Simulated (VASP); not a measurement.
# RbCl (Fm-3m) in VASP: further runs

One crystal, RbCl, is run at these levels: LDA; tasks: relaxation of the atoms.

Program: VASP 6.6.1. These are calculated values, not measurements. Logs are shortened: lines on timing, memory, paths and dates and some standing lists are left out, and cuts for length are marked.

## (1) The structure

Symmetry: Fm-3m, No. 225, cubic system. The conventional cell has a = 6.386 Å, b = 6.386 Å, c = 6.386 Å, α = 90.00°, β = 90.00°, γ = 90.00°. Around Rb (site symmetry m-3m) lie 6 Cl at 3.19 Å. Around Cl (site symmetry m-3m) lie 6 Rb at 3.19 Å.

## (2) Relaxation of the atoms, LDA (a relaxed cell with its volume scaled by 0.94)

File INCAR:

```
SYSTEM = RbCl
PREC = Accurate
ENCUT = 600
EDIFF = 1E-7
ISMEAR = 0
SIGMA = 0.03
LREAL = .False.
LASPH = .True.
NELM = 80
ALGO = Normal
ISIF = 2
LWAVE = .False.
LCHARG = .False.
IBRION = 2
NSW = 40
EDIFFG = -0.01
```

File KPOINTS:

```
regular mesh
0
Gamma
  8 8 8
  0 0 0
```

File POSCAR:

```
RbCl                                    
1.0
   -0.0000000000      3.1280231617      3.1280231617
    3.1280231617     -0.0000000000      3.1280231617
    3.1280231617      3.1280231617      0.0000000000
  Rb              Cl            
     1     1
Direct
     0.0000000000000000    0.0000000000000000    0.0000000000000000
     0.5000000000000000    0.5000000000000000    0.5000000000000000
```

Potentials or basis: VASP PAW LDA potentials, release 64 (Rb_sv, Cl).

The run is started by

```console
$ cat potpaw_LDA.64/Rb_sv/POTCAR potpaw_LDA.64/Cl/POTCAR > POTCAR
$ mpirun -np 1 vasp_std > vasp.out
```

OUTCAR:

```text
SYSTEM = RbCl
   PREC = Accurate
   ENCUT = 600
   EDIFF = 1E-7
   ISMEAR = 0
   LREAL = .False.
   LASPH = .True.
   NELM = 80
   ISIF = 2
   IBRION = 2
   NSW = 40
   EDIFFG = -0.01

 ion  position               nearest neighbor table
   1  0.000  0.000  0.000-   2 3.13   2 3.13   2 3.13   2 3.13   2 3.13   2 3.13
   2  0.500  0.500  0.500-   1 3.13   1 3.13   1 3.13   1 3.13   1 3.13   1 3.13

  LATTYP: Found a face centered cubic cell.
 ALAT       =     6.2560463234

  Lattice vectors:

 A1 = (   0.0000000000,   3.1280231617,   3.1280231617)
 A2 = (   3.1280231617,   0.0000000000,   3.1280231617)
 A3 = (   3.1280231617,   3.1280231617,   0.0000000000)

Analysis of symmetry for initial positions (statically):
=====================================================================
 Subroutine PRICEL returns:
 Original cell was already a primitive cell.

 Routine SETGRP: Setting up the symmetry group for a
 face centered cubic supercell.

 Subroutine GETGRP returns: Found 48 space group operations
 (whereof 48 operations were pure point group operations)
 out of a pool of 48 trial point group operations.

The static configuration has the point symmetry O_h .

Analysis of symmetry for dynamics (positions and initial velocities):
=====================================================================
 Subroutine PRICEL returns:
 Original cell was already a primitive cell.

 Routine SETGRP: Setting up the symmetry group for a
 face centered cubic supercell.

 Subroutine GETGRP returns: Found 48 space group operations
 (whereof 48 operations were pure point group operations)
 out of a pool of 48 trial point group operations.

The dynamic configuration has the point symmetry O_h .

 Subroutine INISYM returns: Found 48 space group operations
 (whereof 48 operations are pure point group operations),
 and found     1 'primitive' translations

----------------------------------------------------------------------------------------

                                     Primitive cell

  volume of cell :      61.2125

  direct lattice vectors                    reciprocal lattice vectors
     0.000000000  3.128023162  3.128023162    -0.159845364  0.159845364  0.159845364
     3.128023162  0.000000000  3.128023162     0.159845364 -0.159845364  0.159845364
     3.128023162  3.128023162  0.000000000     0.159845364  0.159845364 -0.159845364

  length of vectors
[... 92 lines left out ...]
   PSTRESS=    0.0 pullay stress
   NELECT =      16.0000    total number of electrons
   NUPDOWN=      -1.0000    fix difference up-down
   EMIN   =  10.00;   EMAX   =-10.00  energy-range for DOS
   EFERMI =   0.00;   METHOD = LEGACY
   ISMEAR =     0;   SIGMA  =   0.03  broadening in eV -4-tet -1-fermi 0-gaus
   EFERMI_NEDOS =   21; number of points for ismear=-14 and -15
   IALGO  =     38    algorithm
   IMIX   =      4    mixing-type and parameters
     AMIX     =   0.40;   BMIX     =  1.00
     AMIX_MAG =   1.60;   BMIX_MAG =  1.00
  volume/ion in A,a.u.               =      30.61       206.54
  Fermi-wavevector in a.u.,A,eV,Ry     =   1.046730  1.978034 14.907151  1.095645
  Thomas-Fermi vector in A             =   2.181581
   LORBIT       =      0    0 simple, 1 ext, 2 COOP (PROOUT), +10 PAW based schemes
   GGA     = CA    functional components
   LHFCALC =     F    Hartree Fock is set to
   AEXX    =    0.0000 exact exchange contribution
   IVDW    =     0    specifies the selected vdW correction
   LEPSILON=     F    determine dielectric tensor
   LRPA    =     F    only Hartree local field effects (RPA)
 conjugate gradient relaxation of ions
 non-spin polarized calculation
 Gauss-broadening in eV      SIGMA  =   0.03
  energy-cutoff  :      600.00
  volume of cell :       61.21
 maximum number of plane-waves:      2085
   NGX = 17   NGY = 17   NGZ = 17

 number of electron      16.0000001 magnetization

 Free energy of the ion-electron system (eV)
  ---------------------------------------------------
  ext. energy  EPLUGINS =         0.00000000
  ---------------------------------------------------
  free energy    TOTEN  =        -7.25001253 eV

  energy without entropy =       -7.25001253  energy(sigma->0) =       -7.25001253

 E-fermi :  -1.2848     XC(G=0):  -8.5342

 val. band max:       -1.4918647380   @ k =   0.0000   0.0000   0.0000
 cond. band min:       3.5640497258   @ k =   0.0000   0.0000   0.0000
 fundamental gap:      5.0559144639
 Fermi energy:        -1.2848243187

 k-point     1 :       0.0000    0.0000    0.0000
  band No.  band energies     occupation
      1     -24.9675      2.00000
      2     -13.5545      2.00000
      3      -9.0786      2.00000
      4      -9.0786      2.00000
      5      -9.0786      2.00000
      6      -1.4919      2.00000
      7      -1.4919      2.00000
      8      -1.4919      2.00000
      9       3.5640      0.00000
     10       6.2586      0.00000
     11       6.2586      0.00000
     12       6.2586      0.00000
[... 331 lines left out ...]
 k-point    24 :      -0.3750    0.2500    0.1250
  band No.  band energies     occupation
      1     -24.9249      2.00000
      2     -13.6290      2.00000
      3      -9.2630      2.00000
      4      -9.2307      2.00000
      5      -9.0435      2.00000
      6      -2.3737      2.00000
      7      -1.9104      2.00000
      8      -1.8660      2.00000
      9       6.1872      0.00000
     10       6.3619      0.00000
     11       8.6430      0.00000
     12       8.8164      0.00000

 [... further k-points ...]

------------------------ aborting loop because EDIFF is reached ----------------------------------------

  FORCE on cell =-STRESS in cart. coord.  units (eV):
  Direction    XX          YY          ZZ          XY          YZ          ZX
  --------------------------------------------------------------------------------------
  -------------------------------------------------------------------------------------
  Total        0.5946615      0.5946615      0.5946615      0.0000000      0.0000000      0.0000000
  in kB       15.5646929     15.5646929     15.5646929      0.0000000      0.0000000      0.0000000
  external PRESSURE =      15.5646929 kB  Pullay stress =       0.0000000 kB

 VOLUME and BASIS-vectors are now :
 -----------------------------------------------------------------------------
  energy-cutoff  :      600.00
  volume of cell :       61.21
      direct lattice vectors                 reciprocal lattice vectors
     0.000000000  3.128023162  3.128023162    -0.159845364  0.159845364  0.159845364
     3.128023162  0.000000000  3.128023162     0.159845364 -0.159845364  0.159845364
     3.128023162  3.128023162  0.000000000     0.159845364  0.159845364 -0.159845364

 POSITION                                       TOTAL-FORCE (eV/Angst)
 -----------------------------------------------------------------------------------
      0.00000      0.00000      0.00000        -0.000000      0.000000     -0.000000
      3.12802      3.12802      3.12802         0.000000     -0.000000      0.000000
 -----------------------------------------------------------------------------------
    total drift:                                0.000000      0.000000      0.000000

  FREE ENERGIE OF THE ION-ELECTRON SYSTEM (eV)
  ---------------------------------------------------
  free  energy   TOTEN  =        -7.2500125257 eV

  energy  without entropy=       -7.2500125257  energy(sigma->0) =       -7.25001253

 reached required accuracy - stopping structural energy minimisation
```

OSZICAR:

```text
N       E                     dE             d eps       ncg     rms          rms(c)
DAV:   1     0.926957864722E+02    0.92696E+02   -0.79122E+03   696   0.133E+03
DAV:   2    -0.198102571375E+01   -0.94677E+02   -0.87664E+02  1036   0.211E+02
DAV:   3    -0.744835226466E+01   -0.54673E+01   -0.54399E+01   892   0.550E+01
DAV:   4    -0.758108645389E+01   -0.13273E+00   -0.13261E+00  1056   0.808E+00
DAV:   5    -0.758218672610E+01   -0.11003E-02   -0.11002E-02   896   0.762E-01    0.425E+00
DAV:   6    -0.728032349642E+01    0.30186E+00   -0.55776E-01   824   0.431E+00    0.331E+00
DAV:   7    -0.725039762034E+01    0.29926E-01   -0.11244E-01   888   0.204E+00    0.163E+00
DAV:   8    -0.724976760342E+01    0.63002E-03   -0.94873E-03   928   0.706E-01    0.177E-01
DAV:   9    -0.724994082396E+01   -0.17322E-03   -0.82576E-04   904   0.178E-01    0.934E-02
DAV:  10    -0.725000944723E+01   -0.68623E-04   -0.75278E-05   844   0.711E-02    0.150E-02
DAV:  11    -0.725001183819E+01   -0.23910E-05   -0.73495E-06   948   0.196E-02    0.399E-03
DAV:  12    -0.725001254228E+01   -0.70409E-06   -0.15897E-06   848   0.971E-03    0.126E-03
DAV:  13    -0.725001252572E+01    0.16557E-07   -0.59948E-08   652   0.223E-03
   1 F= -.72500125E+01 E0= -.72500125E+01  d E =-.725001E+01
```

CONTCAR:

```text
RbCl
   1.00000000000000
     0.0000000000000000    3.1280231616999998    3.1280231616999998
     3.1280231616999998    0.0000000000000000    3.1280231616999998
     3.1280231616999998    3.1280231616999998    0.0000000000000000
  Rb              Cl
     1     1
Direct
     0.0000000000000000    0.0000000000000000    0.0000000000000000
     0.5000000000000000    0.5000000000000000    0.5000000000000000

  0.00000000E+00  0.00000000E+00  0.00000000E+00
  0.00000000E+00  0.00000000E+00  0.00000000E+00
```

It took 8.8 s on 1 thread of Intel Xeon 6975P-C (Granite Rapids), shared host; peak memory 0.18 GiB.

Results:

| Quantity | Value |
| --- | --- |
| Free energy | -7.2500 eV |
| Pressure after relaxing | 1.6 GPa |
| Band gap on the k mesh | 5.06 eV, direct |

Final structure:
```
CELL_PARAMETERS angstrom
0.00000 3.12802 3.12802
3.12802 0.00000 3.12802
3.12802 3.12802 0.00000
ATOMIC_POSITIONS crystal
Rb 0.00000 0.00000 0.00000
Cl 0.50000 0.50000 0.50000
```

Caveat: the relaxation stopped at its first step, so nothing moved. A k mesh can miss the band edges.

## (3) Relaxation of the atoms, LDA (a relaxed cell with its volume scaled by 0.96)

INCAR is that of step 2.

KPOINTS is that of step 2.

File POSCAR:

```
RbCl                                    
1.0
   -0.0000000000      3.1500522196      3.1500522196
    3.1500522196     -0.0000000000      3.1500522196
    3.1500522196      3.1500522196      0.0000000000
  Rb              Cl            
     1     1
Direct
     0.0000000000000000    0.0000000000000000    0.0000000000000000
     0.5000000000000000    0.5000000000000000    0.5000000000000000
```

Potentials or basis: VASP PAW LDA potentials, release 64 (Rb_sv, Cl).

The run is started by

```console
$ cat potpaw_LDA.64/Rb_sv/POTCAR potpaw_LDA.64/Cl/POTCAR > POTCAR
$ mpirun -np 1 vasp_std > vasp.out
```

Run time: 8.8 s. Hardware: 1 thread of Intel Xeon 6975P-C (Granite Rapids), shared host; peak memory 0.18 GiB.

The run converged. Its results:

- Free energy: -7.2603 eV
- Pressure after relaxing: 1.0 GPa
- Band gap on the k mesh: 4.98 eV, direct

Final structure:
```
Rb Cl
1.0
     0.00000    3.15005    3.15005
     3.15005    0.00000    3.15005
     3.15005    3.15005    0.00000
Rb Cl
1 1
Direct
  0.00000 0.00000 0.00000
  0.50000 0.50000 0.50000
```

Levels at points of the mesh, in eV from the valence-band top:
| k point | band 4 | band 5 | band 6 | band 7 | band 8 | band 9 | band 10 | band 11 | band 12 |
| --- | --- | --- | --- | --- | --- | --- | --- | --- | --- |
| (0.00, 0.00, 0.00) | -7.62 | -7.62 | 0.00 | 0.00 | 0.00 | 4.98 | 7.75 | 7.75 | 7.75 |
| (0.50, 0.00, 0.00) | -7.64 | -7.55 | -1.16 | -0.50 | -0.50 | 7.77 | 8.09 | 10.37 | 10.37 |
| (0.50, 0.50, 0.00) | -7.80 | -7.80 | -0.30 | -0.08 | -0.08 | 5.70 | 8.32 | 10.01 | 10.18 |

Caveat: the relaxation stopped at its first step, so nothing moved. A k mesh can miss the band edges.

## (4) Relaxation of the atoms, LDA (a relaxed cell with its volume scaled by 0.98)

INCAR is that of step 3.

KPOINTS is that of step 3.

File POSCAR:

```
RbCl                                    
1.0
   -0.0000000000      3.1717774042      3.1717774042
    3.1717774042     -0.0000000000      3.1717774042
    3.1717774042      3.1717774042      0.0000000000
  Rb              Cl            
     1     1
Direct
     0.0000000000000000    0.0000000000000000    0.0000000000000000
     0.5000000000000000    0.5000000000000000    0.5000000000000000
```

The run is started by

```console
$ cat potpaw_LDA.64/Rb_sv/POTCAR potpaw_LDA.64/Cl/POTCAR > POTCAR
$ mpirun -np 1 vasp_std > vasp.out
```

Wall time 8.7 s (1 thread of Intel Xeon 6975P-C (Granite Rapids), shared host); peak memory 0.18 GiB.

It converged, with:

* Free energy: -7.2660 eV
* Pressure after relaxing: 0.4 GPa
* Band gap on the k mesh: 4.91 eV, direct

Final structure:
```
CELL_PARAMETERS angstrom
0.00000 3.17178 3.17178
3.17178 0.00000 3.17178
3.17178 3.17178 0.00000
ATOMIC_POSITIONS crystal
Rb 0.00000 0.00000 0.00000
Cl 0.50000 0.50000 0.50000
```

Levels at points of the mesh, in eV from the valence-band top:
| k point | band 6 | band 7 | band 8 | band 9 | band 10 | band 11 |
| --- | --- | --- | --- | --- | --- | --- |
| (0.00, 0.00, 0.00) | 0.00 | 0.00 | 0.00 | 4.91 | 7.75 | 7.75 |
| (0.50, 0.00, 0.00) | -1.12 | -0.47 | -0.47 | 7.70 | 8.02 | 10.30 |
| (0.50, 0.50, 0.00) | -0.31 | -0.09 | -0.09 | 5.73 | 8.22 | 9.89 |

Caveat: the relaxation stopped at its first step, so nothing moved. A k mesh can miss the band edges.

[end of part 1 of 2]
